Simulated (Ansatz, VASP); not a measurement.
# CuO: VASP beside Ansatz

The input INCAR:

```
SYSTEM = CuO
PREC = Accurate ; ENCUT = 520
EDIFF = 1E-6 ; ISMEAR = -1
SIGMA = 0.05 ; LREAL = .FALSE.
LASPH = .TRUE. ; NELM = 100
ALGO = Normal ; ISIF = 2
LWAVE = .FALSE. ; LCHARG = .FALSE.
GGA = PE ; NBANDS = 25
```

File KPOINTS:

```
regular mesh
0
G
  8 8 6
  0 0 0
```

Contents of POSCAR:

```
CuO
1.0
    3.3521935935      0.0000000000      0.0000000000
    0.0000000000      3.3521935935      0.0000000000
    0.0000000000      0.0000000000      4.1734888825
Cu O
2 2
Direct
    0.0000000000      0.5000000000      0.0000000000
    0.5000000000      0.0000000000      0.5000000000
    0.0000000000      0.0000000000      0.2500000000
    0.0000000000      0.0000000000      0.7500000000
```

input.yaml

```yaml
crystal:
  lattice:
    - [3.3521935935, 0.0, 0.0]
    - [0.0, 3.3521935935, 0.0]
    - [0.0, 0.0, 4.1734888825]
  atoms:
    - { symbol: Cu, position: [0.0, 0.5, 0.0] }
    - { symbol: Cu, position: [0.5, 0.0, 0.5] }
    - { symbol: O, position: [0.0, 0.0, 0.25] }
    - { symbol: O, position: [0.0, 0.0, 0.75] }
hamiltonian:
  xc: pbe
  pseudopotentials: { kind: paw }
kpoints:
  mp_grid: { grid: [8, 8, 6] }
scf:
  occupations: { method: fermi_dirac, width: 0.05 }
output:
  forces: true
  stress: true
  eigenvalues: true
  write_density: true
  write_potential: true
  elf: true
  volumetric_format: npy
```

Measurements of this composition are mostly on another form, of space group No. 15.

Alike in both runs: task single point; functional PBE; k mesh 8 × 8 × 6; occupations fermi-dirac, width 0.05 eV; no spin polarisation.

|  | VASP | Ansatz |
| --- | --- | --- |
| version | VASP 6.6.1 | Ansatz 0.2.0 |
| potentials or method | VASP PAW PBE potentials, release 64 (Cu, O) | Ansatz PAW |
| plane-wave cutoff (eV) | 520 | 420 |
| valence electrons in the cell | 34 | 50 |

Ansatz gave:

```
gap on the k mesh at the Fermi level (eV)       : none
pressure (GPa)                                  : 5.3
largest component of the traceless stress (GPa) : 28.05
```

Problem. What did VASP give for the same quantities?

Solution. gap on the k mesh at the Fermi level (eV): none; pressure (GPa): 5.9; largest component of the traceless stress (GPa): 27.50.

A gap of «none» marks a metal or a gap that the smearing closes. With one functional, cell and mesh, what is left measures potentials, basis and numerics. The two sets of potentials don't hold the same shells in valence.

Caveats: the run has no spin polarisation, though such a crystal can be magnetic; semilocal functionals often make such compounds metallic where correlation or magnetic order opens a gap, which also shifts bond lengths; the pressure holds a Pulay correction of +0.6 GPa for the finite cutoff (Ansatz).
